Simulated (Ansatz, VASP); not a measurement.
Given: the input of a run of VASP 6.6.1 on CaO.

INCAR

```
SYSTEM = CaO
PREC = Accurate
ENCUT = 520
EDIFF = 1E-6
ISMEAR = -1
SIGMA = 0.02
LREAL = .False.
LASPH = .True.
NELM = 60
ALGO = Normal
ISIF = 2
LWAVE = .False.
LCHARG = .False.
GGA = PE
NBANDS = 15
```

Contents of KPOINTS:

```
Automatic mesh
0
Gamma
  5 5 5
  0 0 0
```

POSCAR

```
CaO
1.0
    0.0000000000      2.4035556960      2.4035556960
    2.4035556960      0.0000000000      2.4035556960
    2.4035556960      2.4035556960      0.0000000000
Ca O
1 1
Direct
    0.0000000000      0.0000000000      0.0000000000
    0.5000000000      0.5000000000      0.5000000000
```

Potentials or basis: VASP PAW PBE potentials, release 64 (Ca_sv, O).

Command:

```bash
$ cat potpaw_PBE.64/Ca_sv/POTCAR potpaw_PBE.64/O/POTCAR > POTCAR
$ mpirun -np 1 vasp_std > vasp.out
```

Q: Translate it to Ansatz 0.2.0. Potentials there: all-electron LAPW, scalar-relativistic.

A: As run (the cutoff follows the program's own potentials):

input.yaml

```yaml
crystal:
  lattice:
    - [0.0, 2.403555696, 2.403555696]
    - [2.403555696, 0.0, 2.403555696]
    - [2.403555696, 2.403555696, 0.0]
  atoms:
    - { symbol: Ca, position: [0.0, 0.0, 0.0] }
    - { symbol: O, position: [0.5, 0.5, 0.5] }
kpoints:
  mp_grid: { grid: [5, 5, 5] }
scf:
  occupations: { method: fermi_dirac, width: 0.02 }
hamiltonian:
  xc: pbe
  pseudopotentials: { kind: all_electron, lapw: { basis_error: 0.003 } }
output:
  forces: true
  stress: true
  eigenvalues: true
```

Potentials or basis: all-electron LAPW, scalar-relativistic.

Run with:

```sh
$ ansatz run input.yaml --threads 1 --pin off --max-ram 3072MiB --backend cpu --events-out ev --progress --plain --runs-dir out
```

Both were run:

|  | VASP | Ansatz | Ansatz less VASP |
| --- | --- | --- | --- |
| gap on the k mesh at the Fermi level (eV) | 3.82 | 3.83 | +0.016 |
| least direct gap on the mesh (eV) | 4.19 | 4.20 | +0.015 |
| pressure (GPa) | 2.2 | 1.6 | -0.57 |

Ansatz ran all-electron here, so the differences hold the error of VASP's frozen core and of both bases.

Caveats: the k mesh is coarse (spacing up to 0.45 Å⁻¹), so the values aren't converged; an odd mesh through Γ misses points on the zone boundary, where band edges often lie.
